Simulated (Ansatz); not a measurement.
# Hf3TiO8: the cell at several levels of theory

Cell and atoms of Hf3TiO8 in the tetragonal host structure are relaxed in turn with PBE, r2SCAN and PBEsol. This is a trial cell built on a prototype, not taken from a measured structure, and it needn't be the compound's ground state.

The runs shown are made with Ansatz 0.2.0. PAW datasets, plane waves, zero pressure. Simulation only: spin-unpolarised, and no claim that this is the phase found in nature.

## (1) The cell

This is the cell as the run starts from it, not yet at rest; its lengths are not the crystal's.

Space group Pmm2 (No. 25), orthorhombic; a = 3.522 Å, b = 7.043 Å, c = 5.119 Å in the conventional setting, 10.58 Å³ an atom. Ti has 4 O at 2.03 Å; Hf has 4 O at 2.03 Å; O has 1 Ti at 2.03 Å and 1 Hf at 2.03 Å; O has 2 Hf at 2.03 Å; O has 2 Ti at 2.03 Å.

Coordinates:

```xyz
12
Lattice="3.5216 0.0000 0.0000 0.0000 7.0433 0.0000 0.0000 0.0000 5.1190" Properties=species:S:1:pos:R:3 pbc="T T T"
Ti    1.7608    0.0000    2.5595
Hf    0.0000    5.2824    0.0000
O     1.7608    5.2824    1.5500
O     0.0000    0.0000    1.0095
O     0.0000    0.0000    3.5690
O     1.7608    5.2824    4.1095
Hf    1.7608    3.5216    2.5595
Hf    0.0000    1.7608    0.0000
O     1.7608    1.7608    1.5500
O     0.0000    3.5216    1.0095
O     0.0000    3.5216    3.5690
O     1.7608    1.7608    4.1095
```

## (2) PBE: cell and atoms

input.yaml reads:

```yaml
crystal:
  lattice:
    - [3.5216305, 0.0, 0.0]
    - [0.0, 7.04326099, 0.0]
    - [0.0, 0.0, 5.11896717]
  atoms:
    - { symbol: Ti, position: [0.5, 0.0, 0.5] }
    - { symbol: Hf, position: [0.0, 0.75, 0.0] }
    - { symbol: O, position: [0.5, 0.75, 0.30279212] }
    - { symbol: O, position: [0.0, 0.0, 0.19720788] }
    - { symbol: O, position: [0.0, 0.0, 0.69720788] }
    - { symbol: O, position: [0.5, 0.75, 0.80279212] }
    - { symbol: Hf, position: [0.5, 0.5, 0.5] }
    - { symbol: Hf, position: [0.0, 0.25, 0.0] }
    - { symbol: O, position: [0.5, 0.25, 0.30279212] }
    - { symbol: O, position: [0.0, 0.5, 0.19720788] }
    - { symbol: O, position: [0.0, 0.5, 0.69720788] }
    - { symbol: O, position: [0.5, 0.25, 0.80279212] }
kpoints:
  mp_grid: { grid: [6, 4, 4] }
hamiltonian:
  xc: pbe
scf:
  occupations: { method: fermi_dirac, width: 0.02 }
relax:
  f_tol: 0.005
  cell: {}
```

The runs that follow: r2SCAN: cell and atoms; Relaxing with PBEsol.

Q: Predict the outcome of this session. Wanted: for each run, a; b; c; volume; space group; SCF geometries.

**Answer**, as computed:

| level | a (Å) | b (Å) | c (Å) | volume (Å³/atom) | space group | SCF geometries |
| --- | --- | --- | --- | --- | --- | --- |
| PBE | 3.541 | 7.152 | 5.295 | 11.175 | Pmm2 | 15 |
| r2SCAN | 3.522 | 7.078 | 5.219 | 10.844 | Pmm2 | 10 |
| PBEsol | 3.513 | 7.059 | 5.174 | 10.693 | Pmm2 | 14 |

**Reading.** The first relaxation changed the volume by +5.6 % from the start. PBEsol gives the smallest cell and PBE the largest; they differ by 4.5 % in volume, a mean of 1.5 % in length.
